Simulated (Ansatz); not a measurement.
# BN: the cost of one run

Program: Ansatz 0.2.0. Level of theory: DFT PBEsol, scalar-relativistic, plane waves, PAW. These are calculated values, not measurements.

4 further runs of the same task are left out: 4 set aside as unsound or not needed.

### Step 1. The starting structure

It takes space group R3m (No. 160, trigonal). The conventional cell has a = 2.504 Å, b = 2.504 Å, c = 10.493 Å, α = 90.00°, β = 90.00°, γ = 120.00°. B (site symmetry 3m) is surrounded by 3 N at 1.45 Å. Around N (site symmetry 3m) lie 3 B at 1.45 Å.

As a file:

```cif
data_structure
_symmetry_space_group_name_H-M 'P 1'
_symmetry_Int_Tables_number 1
_cell_length_a 2.5042
_cell_length_b 2.5042
_cell_length_c 3.7837
_cell_angle_alpha 90.071
_cell_angle_beta 109.249
_cell_angle_gamma 120.000
_cell_volume 19.00
loop_
_atom_site_label
_atom_site_type_symbol
_atom_site_fract_x
_atom_site_fract_y
_atom_site_fract_z
_atom_site_occupancy
B1 B 0.99088 0.99134 0.99361 1
N1 N 0.65727 0.32454 0.99319 1
```

It goes back to an entry of the Materials Project, which need not be the stable form.

This cell was relaxed beforehand with the same method: volume 9.50 Å³/atom, gap on the mesh 4.25 eV.

### Step 2. Relaxing at 6 GPa

What is minimised here is the enthalpy; the energy can go up as the cell is squeezed.

Input file input.yaml:

```yaml
crystal:
  lattice:
    - [2.494224071, 0.001536937, -0.2228945606]
    - [-1.2384763368, 2.1650289398, 0.2228555957]
    - [-0.934315222, -0.9056238666, 3.5529683517]
  atoms:
    - { symbol: B, position: [0.9908805793, 0.9913440608, -0.0063894388] }
    - { symbol: "N", position: [0.6572684207, 0.3245399392, 0.9931944388] }
basis:
  ecutwfc: 420
kpoints:
  mp_grid: { grid: [12, 12, 12] }
hamiltonian:
  xc: pbesol
scf:
  occupations: { method: fixed }
output:
  forces: true
  stress: true
  eigenvalues: true
relax:
  adjacent_minimum: "off"
  f_tol: 0.001
  max_steps: 60
  cell: { stress_tol: 0.02, p_target: 6.0 }
```

Launch:

```sh
$ ansatz run input.yaml --threads 1 --pin off --max-ram 3072MiB --backend cpu --events-out ev --progress --plain --runs-dir out
```

**Question.** How long does this run take on 1 thread of Intel Xeon at 2.70GHz, shared host, and how much memory does it need?

About 2.2 min, with a peak of 0.43 GiB.
